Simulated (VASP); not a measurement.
# Tl (P6_3/mmc) in VASP: notebook

One crystal, Tl, is run at these levels: PBE; tasks: single point, relaxation of cell and atoms.

All numbers are computed with VASP 6.6.1; they aren't measurements. Logs are shortened: lines on timing, memory, paths and dates and some standing lists are left out, and cuts for length are marked.

## Step 1: The crystal as given

It takes space group P6_3/mmc (No. 194, hexagonal). The conventional cell has a = 3.508 Å, b = 3.508 Å, c = 5.832 Å, α = 90.00°, β = 90.00°, γ = 120.00°. Around Tl (site symmetry -6m2) lie 12 Tl at 3.51 to 3.55 Å.

## Step 2: Single point, PBE

Contents of INCAR:

```
SYSTEM = Tl
PREC = Accurate
ENCUT = 520
EDIFF = 1E-6
ISMEAR = 0
SIGMA = 0.05
LREAL = .False.
LASPH = .True.
NELM = 100
ALGO = Fast
ISIF = 2
LWAVE = .False.
LCHARG = .False.
GGA = PE
NBANDS = 20
```

Contents of KPOINTS:

```
Automatic mesh
0
Gamma
  6 6 4
  0 0 0
```

Contents of POSCAR:

```
Tl
1.0
    3.5084562930      0.0000000000      0.0000000000
   -1.7542281465      3.0384122778      0.0000000000
    0.0000000000      0.0000000000      5.8324791694
Tl
2
Direct
    0.3333333333      0.6666666667      0.7500000000
    0.6666666667      0.3333333333      0.2500000000
```

Potentials or basis: VASP PAW PBE potentials, release 64 (Tl_d).

Started as:

```console
$ cat potpaw_PBE.64/Tl_d/POTCAR > POTCAR
$ mpirun -np 1 vasp_std > vasp.out
```

OUTCAR:

```text
SYSTEM = Tl
   PREC = Accurate
   ENCUT = 520
   EDIFF = 1E-6
   ISMEAR = 0
   LREAL = .False.
   LASPH = .True.
   NELM = 100
   ISIF = 2
   GGA = PE

 ion  position               nearest neighbor table
   1  0.333  0.667  0.750-   2 3.55   2 3.55   2 3.55   2 3.55   2 3.55   2 3.55
   2  0.667  0.333  0.250-   1 3.55   1 3.55   1 3.55   1 3.55   1 3.55   1 3.55

  LATTYP: Found a hexagonal cell.
 ALAT       =     3.5084562930
 C/A-ratio  =     1.6624061075

  Lattice vectors:

 A1 = (   3.5084562930,   0.0000000000,   0.0000000000)
 A2 = (  -1.7542281465,   3.0384122778,   0.0000000000)
 A3 = (   0.0000000000,   0.0000000000,   5.8324791694)

Analysis of symmetry for initial positions (statically):
=====================================================================
 Subroutine PRICEL returns:
 Original cell was already a primitive cell.

 Routine SETGRP: Setting up the symmetry group for a
 hexagonal supercell.

 Subroutine GETGRP returns: Found 24 space group operations
 (whereof 12 operations were pure point group operations)
 out of a pool of 24 trial point group operations.

The static configuration has the point symmetry D_3d.
 The point group associated with its full space group is D_6h.

Analysis of symmetry for dynamics (positions and initial velocities):
=====================================================================
 Subroutine PRICEL returns:
 Original cell was already a primitive cell.

 Routine SETGRP: Setting up the symmetry group for a
 hexagonal supercell.

 Subroutine GETGRP returns: Found 24 space group operations
 (whereof 12 operations were pure point group operations)
 out of a pool of 24 trial point group operations.

The dynamic configuration has the point symmetry D_3d.
 The point group associated with its full space group is D_6h.

 Subroutine INISYM returns: Found 24 space group operations
 (whereof 12 operations are pure point group operations),
 and found     1 'primitive' translations

----------------------------------------------------------------------------------------

                                     Primitive cell

  volume of cell :      62.1750

  direct lattice vectors                    reciprocal lattice vectors
     3.508456293  0.000000000  0.000000000     0.285025640  0.164559630  0.000000000
    -1.754228147  3.038412278  0.000000000     0.000000000  0.329119260  0.000000000
     0.000000000  0.000000000  5.832479169     0.000000000  0.000000000  0.171453677

  length of vectors
     3.508456293  3.508456293  5.832479169     0.329119260  0.329119260  0.171453677

  position of ions in fractional coordinates (direct lattice)
     0.333333333  0.666666667  0.750000000
     0.666666667  0.333333333  0.250000000

  ion indices of the primitive-cell ions
   primitive index   ion index
                 1           1
                 2           2

----------------------------------------------------------------------------------------

 KPOINTS: Automatic mesh

Automatic generation of k-mesh.
 Grid dimensions read from file:
 generate k-points for:    6    6    4

 Generating k-lattice:

  Cartesian coordinates                     Fractional coordinates (reciprocal lattice)
     0.047504273  0.027426605  0.000000000     0.166666667 -0.000000000  0.000000000
     0.000000000  0.054853210  0.000000000     0.000000000  0.166666667  0.000000000
     0.000000000  0.000000000  0.042863419     0.000000000  0.000000000  0.250000000

  Length of vectors
     0.054853210  0.054853210  0.042863419

  Shift w.r.t. Gamma in fractional coordinates (k-lattice)
     0.000000000  0.000000000  0.000000000

 Subroutine IBZKPT returns following result:
 ===========================================

 Found     21 irreducible k-points:

 Following reciprocal coordinates:
            Coordinates               Weight
  0.000000  0.000000  0.000000      1.000000
  0.166667 -0.000000  0.000000      6.000000
  0.333333  0.000000  0.000000      6.000000
  0.500000 -0.000000  0.000000      3.000000
  0.166667  0.166667  0.000000      6.000000
  0.333333  0.166667  0.000000     12.000000
[... 13 lines left out ...]
  0.333333  0.166667  0.500000     12.000000
  0.333333  0.333333  0.500000      2.000000
   k-points           NKPTS =     21   k-points in BZ     NKDIM =     21   number of bands    NBANDS=     20
   number of dos      NEDOS =    301   number of ions     NIONS =      2
   total plane-waves  NPLWV =  37632
   dimension x,y,z NGX =    28 NGY =   28 NGZ =   48
   dimension x,y,z NGXF=    56 NGYF=   56 NGZF=   96
   ions per type =               2
   NGX,Y,Z   is equivalent  to a cutoff of  13.27, 13.27, 13.68 a.u.
   NGXF,Y,Z  is equivalent  to a cutoff of  26.54, 26.54, 27.36 a.u.
 SYSTEM =  Tl
   PREC   = accura    normal or accurate (medium, high low for compatibility)
   ISTART =      0    job   : 0-new  1-cont  2-samecut
   ICHARG =      2    charge: 1-file 2-atom 10-const
   ISPIN  =      1    spin polarized calculation?
   LNONCOLLINEAR =      F non collinear calculations
   LSORBIT =      F    spin-orbit coupling
   LASPH  =      T    aspherical Exc in radial PAW
   ENCUT  =  520.0 eV  38.22 Ry    6.18 a.u.   6.52  6.52 10.84*2*pi/ulx,y,z
   NELM   =    100;   NELMIN=  2; NELMDL= -5     # of ELM steps
   EDIFF  = 0.1E-05   stopping-criterion for ELM
   LREAL  =      F    real-space projection
   EDIFFG = 0.1E-04   stopping-criterion for IOM
   NSW    =      0    number of steps for IOM
   IBRION =     -1    ionic relax: 0-MD 1-quasi-New 2-CG
   NFREE  =      0    steps in history (QN), initial steepest desc. (CG)
   ISIF   =      2    stress and relaxation
   ISYM   =      2    0-nonsym 1-usesym 2-fastsym
   POTIM  = 0.5000    time-step for ionic-motion
   TEBEG  =    0.0;   TEEND  =   0.0 temperature during run
   PSTRESS=    0.0 pullay stress
   NELECT =      26.0000    total number of electrons
   NUPDOWN=      -1.0000    fix difference up-down
   EMIN   =  10.00;   EMAX   =-10.00  energy-range for DOS
   EFERMI =   0.00;   METHOD = LEGACY
   ISMEAR =     0;   SIGMA  =   0.05  broadening in eV -4-tet -1-fermi 0-gaus
   EFERMI_NEDOS =   21; number of points for ismear=-14 and -15
   IALGO  =     68    algorithm
   IMIX   =      4    mixing-type and parameters
     AMIX     =   0.40;   BMIX     =  1.00
     AMIX_MAG =   1.60;   BMIX_MAG =  1.00
  volume/ion in A,a.u.               =      31.09       209.79
  Fermi-wavevector in a.u.,A,eV,Ry     =   1.224223  2.313446 20.391359  1.498723
  Thomas-Fermi vector in A             =   2.359306
   LORBIT       =      0    0 simple, 1 ext, 2 COOP (PROOUT), +10 PAW based schemes
   GGA     = PE    functional components
   LHFCALC =     F    Hartree Fock is set to
   AEXX    =    0.0000 exact exchange contribution
   IVDW    =     0    specifies the selected vdW correction
   LEPSILON=     F    determine dielectric tensor
   LRPA    =     F    only Hartree local field effects (RPA)
 non-spin polarized calculation
 RMM-DIIS sequential band-by-band and
 Gauss-broadening in eV      SIGMA  =   0.05
  energy-cutoff  :      520.00
  volume of cell :       62.18
 maximum number of plane-waves:      1708
 NGX is ok and might be reduce to    28
   NGX = 13   NGY = 13   NGZ = 21

 number of electron      25.9999995 magnetization

 Free energy of the ion-electron system (eV)
  ---------------------------------------------------
  ext. energy  EPLUGINS =         0.00000000
  ---------------------------------------------------
  free energy    TOTEN  =        -4.43568370 eV

  energy without entropy =       -4.43437818  energy(sigma->0) =       -4.43503094

 E-fermi :   5.8272     XC(G=0):  -9.7826

 val. band max:        5.7372546523   @ k =   0.3333   0.0000   0.0000
 cond. band min:       5.8505546537   @ k =   0.3333   0.3333   0.2500
 fundamental gap:      0.1133000013
 Fermi energy:         5.8271642236

 k-point     1 :       0.0000    0.0000    0.0000
  band No.  band energies     occupation
      1      -5.9253      2.00000
      2      -5.7957      2.00000
      3      -5.7567      2.00000
      4      -5.7567      2.00000
      5      -5.7207      2.00000
      6      -5.7207      2.00000
[... 12 lines left out ...]
     19      16.0746      0.00000
     20      16.4366      0.00000

 k-point     2 :       0.1667   -0.0000    0.0000
  band No.  band energies     occupation
      1      -5.8970      2.00000
      2      -5.7885      2.00000
      3      -5.7465      2.00000
      4      -5.6758      2.00000
      5      -5.6735      2.00000
      6      -5.6581      2.00000
[... 12 lines left out ...]
     19      15.4380      0.00000
     20      16.8438      0.00000

 k-point     3 :       0.3333    0.0000    0.0000
  band No.  band energies     occupation
      1      -5.9957      2.00000
      2      -5.8318      2.00000
      3      -5.8216      2.00000
      4      -5.7179      2.00000
      5      -5.6437      2.00000
      6      -5.5774      2.00000
[... 12 lines left out ...]
     19      14.1157      0.00000
     20      15.8766      0.00000

 k-point     4 :       0.5000   -0.0000    0.0000
  band No.  band energies     occupation
      1      -6.0495      2.00000
      2      -5.9003      2.00000
      3      -5.8748      2.00000
      4      -5.7475      2.00000
      5      -5.6208      2.00000
      6      -5.5852      2.00000
[... 12 lines left out ...]
     19      13.7865      0.00000
     20      15.3974      0.00000

 k-point     5 :       0.1667    0.1667    0.0000
  band No.  band energies     occupation
      1      -5.8496      2.00000
      2      -5.8441      2.00000
      3      -5.7702      2.00000
      4      -5.7185      2.00000
      5      -5.6799      2.00000
      6      -5.6274      2.00000
[... 12 lines left out ...]
     19      14.8243      0.00000
     20      17.0068      0.00000

 k-point     6 :       0.3333    0.1667    0.0000
  band No.  band energies     occupation
      1      -5.9244      2.00000
      2      -5.8920      2.00000
      3      -5.7796      2.00000
      4      -5.7369      2.00000
      5      -5.6172      2.00000
      6      -5.6120      2.00000
[... 12 lines left out ...]
     19      13.5353      0.00000
     20      16.7774      0.00000

 k-point     7 :       0.3333    0.3333    0.0000
  band No.  band energies     occupation
      1      -5.9269      2.00000
      2      -5.7257      2.00000
      3      -5.7257      2.00000
      4      -5.6856      2.00000
      5      -5.6856      2.00000
      6      -5.6404      2.00000
[... 12 lines left out ...]
     19      12.0126      0.00000
     20      21.2064      0.00000
[... 208 lines left out ...]
 k-point    17 :       0.3333    0.0000    0.5000
  band No.  band energies     occupation
      1      -5.9156      2.00000
      2      -5.9156      2.00000
      3      -5.8240      2.00000
      4      -5.8240      2.00000
      5      -5.5688      2.00000
      6      -5.5688      2.00000
[... 12 lines left out ...]
     19      14.4809      0.00000
     20      14.4809      0.00000

 k-point    18 :       0.5000   -0.0000    0.5000
  band No.  band energies     occupation
      1      -5.9421      2.00000
      2      -5.9421      2.00000
      3      -5.9028      2.00000
      4      -5.9028      2.00000
      5      -5.5623      2.00000
      6      -5.5623      2.00000
[... 12 lines left out ...]
     19      14.1764      0.00000
     20      14.1764      0.00000

 k-point    19 :       0.1667    0.1667    0.5000
  band No.  band energies     occupation
      1      -5.8551      2.00000
      2      -5.8551      2.00000
      3      -5.7570      2.00000
      4      -5.7570      2.00000
      5      -5.6226      2.00000
      6      -5.6226      2.00000
[... 12 lines left out ...]
     19      17.1395      0.00000
     20      17.1395      0.00000

 k-point    20 :       0.3333    0.1667    0.5000
  band No.  band energies     occupation
      1      -5.8823      2.00000
      2      -5.8823      2.00000
      3      -5.8101      2.00000
      4      -5.8101      2.00000
      5      -5.6050      2.00000
      6      -5.6050      2.00000
[... 12 lines left out ...]
     19      15.9433      0.00000
     20      15.9433      0.00000

 k-point    21 :       0.3333    0.3333    0.5000
  band No.  band energies     occupation
      1      -5.8562      2.00000
      2      -5.8562      2.00000
      3      -5.6923      2.00000
      4      -5.6923      2.00000
      5      -5.6010      2.00000
      6      -5.6010      2.00000
[... 12 lines left out ...]
     19      15.8991      0.00000
     20      15.8992      0.00000

------------------------ aborting loop because EDIFF is reached ----------------------------------------

  FORCE on cell =-STRESS in cart. coord.  units (eV):
  Direction    XX          YY          ZZ          XY          YZ          ZX
  --------------------------------------------------------------------------------------
  -------------------------------------------------------------------------------------
  Total       -0.0017788     -0.0017788      0.0064516      0.0000000     -0.0000000      0.0000000
  in kB       -0.0458380     -0.0458380      0.1662491      0.0000000     -0.0000000      0.0000000
  external PRESSURE =       0.0248577 kB  Pullay stress =       0.0000000 kB

 VOLUME and BASIS-vectors are now :
 -----------------------------------------------------------------------------
  energy-cutoff  :      520.00
  volume of cell :       62.18
      direct lattice vectors                 reciprocal lattice vectors
     3.508456293  0.000000000  0.000000000     0.285025640  0.164559630  0.000000000
    -1.754228147  3.038412278  0.000000000     0.000000000  0.329119260  0.000000000
     0.000000000  0.000000000  5.832479169     0.000000000  0.000000000  0.171453677

 POSITION                                       TOTAL-FORCE (eV/Angst)
 -----------------------------------------------------------------------------------
     -0.00000      2.02561      4.37436         0.000000     -0.000000     -0.000000
      1.75423      1.01280      1.45812        -0.000000      0.000000      0.000000
 -----------------------------------------------------------------------------------
    total drift:                               -0.000000      0.000000      0.000000

  FREE ENERGIE OF THE ION-ELECTRON SYSTEM (eV)
  ---------------------------------------------------
  free  energy   TOTEN  =        -4.4356836961 eV

  energy  without entropy=       -4.4343781794  energy(sigma->0) =       -4.43503094
```

It took 14 s on 1 thread of AMD EPYC 9R45 (Zen 5), shared host; peak memory 0.16 GiB.

Results:

- Free energy: -4.4357 eV
- Pressure: 0.0 GPa
- Band gap on the k mesh: none (metal or under the smearing width)

## Step 3: Relaxation of cell and atoms, PBE

This run uses another cell than the first one, of 28.68 Å³/atom, 0.923 times its volume.

Contents of INCAR:

```
SYSTEM = Tl
ALGO = Normal
EDIFF = 1E-6
EDIFFG = -0.03
ENCUT = 600
GGA = PE
IBRION = 2
ISIF = 3
ISMEAR = 0
LASPH = .True.
LCHARG = .False.
LREAL = .False.
LWAVE = .False.
NELM = 100
NSW = 80
PREC = Accurate
SIGMA = 0.05
```

Contents of KPOINTS:

```
k-points
0
Gamma
  6 6 4
  0 0 0
```

Contents of POSCAR:

```
Tl
1.0
    3.4600000000      0.0000000000      0.0000000000
   -1.7300000000      2.9964478971      0.0000000000
    0.0000000000      0.0000000000      5.5325400000
Tl
2
Direct
    0.3333333333      0.6666666667      0.7500000000
    0.6666666667      0.3333333333      0.2500000000
```

Potentials or basis: VASP PAW PBE potentials, release 64 (Tl_d).

Started as:

```console
$ cat potpaw_PBE.64/Tl_d/POTCAR > POTCAR
$ mpirun -np 1 vasp_std > vasp.out
```

It took 42 s on 1 thread of AMD EPYC 9R45 (Zen 5), shared host; peak memory 0.17 GiB.

The run converged. Its results:

| Quantity | Value |
| --- | --- |
| Free energy | -4.4342 eV |
| Relaxed volume | 31.15 Å³/atom |
| Relaxed cell | a = 3.514 Å, b = 3.514 Å, c = 5.825 Å, α = 90.00°, β = 90.00°, γ = 120.00° |
| Space group after relaxing (to 0.05 Å) | P6_3/mmc (No. 194) |
| Energy gained by relaxing | 28.5 meV/atom |
| Ionic steps | 5 |
| Pressure after relaxing | 0.0 GPa |
| Band gap on the k mesh | none (metal or under the smearing width) |

Stress tensor (GPa, compression positive):
```
-0.07  0.00  0.00
 0.00 -0.07  0.00
 0.00  0.00  0.13
```

Step by step:
```tsv
step	energy change (eV)	largest force (eV/Å)	pressure (GPa)	volume (Å³)
1	0.0000	0.0000	2.97	57.36
2	-0.0555	0.0000	0.20	61.87
3	-0.0564	0.0000	-0.14	62.59
4	-0.0564	0.0000	-0.08	62.48
5	-0.0570	0.0000	-0.01	62.29
```

Final structure:
```
Tl
1.0
     3.51424    0.00000    0.00000
    -1.75712    3.04342    0.00000
     0.00000    0.00000    5.82452
Tl
2
Direct
  0.33333 0.66667 0.75000
  0.66667 0.33333 0.25000
```

Levels at points of the mesh, in eV from the Fermi level:
```csv
k point,band 9,band 10,band 11,band 12,band 13,band 14,band 15,band 16,band 17
"(0.00, 0.00, 0.00)",-11.21,-11.21,-9.58,-5.57,-2.70,7.74,7.74,9.28,9.54
"(0.50, 0.00, 0.00)",-11.18,-11.15,-5.67,-4.61,-1.04,0.18,1.24,3.46,3.91
"(0.00, 0.00, 0.50)",-11.29,-11.29,-8.34,-8.34,2.52,2.52,8.58,8.58,8.58
"(0.50, 0.00, 0.50)",-11.16,-11.16,-4.81,-4.81,-2.09,-2.09,5.33,5.33,5.37
```
